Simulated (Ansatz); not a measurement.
The system is BP.

```
P B
1.0
     0.00000    2.26900    2.26900
     2.26900    0.00000    2.26900
     2.26900    2.26900    0.00000
P B
1 1
Direct
  0.75000 0.75000 0.75000
  0.00000 0.00000 0.00000
```

Base run:

| Property | Result |
| --- | --- |
| Program | Ansatz 0.2.0 |
| Functional | PBE |
| Potentials or basis | all-electron LAPW, scalar-relativistic |
| Cutoff | 281 eV |
| Density cutoff | 1123 eV |
| Basis error allowed | 0.001 eV/atom |
| k mesh | 10 × 10 × 10 |
| Occupations | fermi-dirac, width 0.05 eV |
| Spin | no spin polarisation |

Its results: band gap on the k mesh 1.25 eV, indirect (least direct gap 3.41 eV); pressure 1.1 GPa.

The run is repeated on the same cell with these changes: functional from PBE to revPBE. What comes out?

Band gap on the k mesh 1.26 eV, indirect (least direct gap 3.41 eV); pressure 3.2 GPa.

revPBE binds less tightly than PBE, so the same cell stands under more pressure.

Not every run made on this cell is shown here.
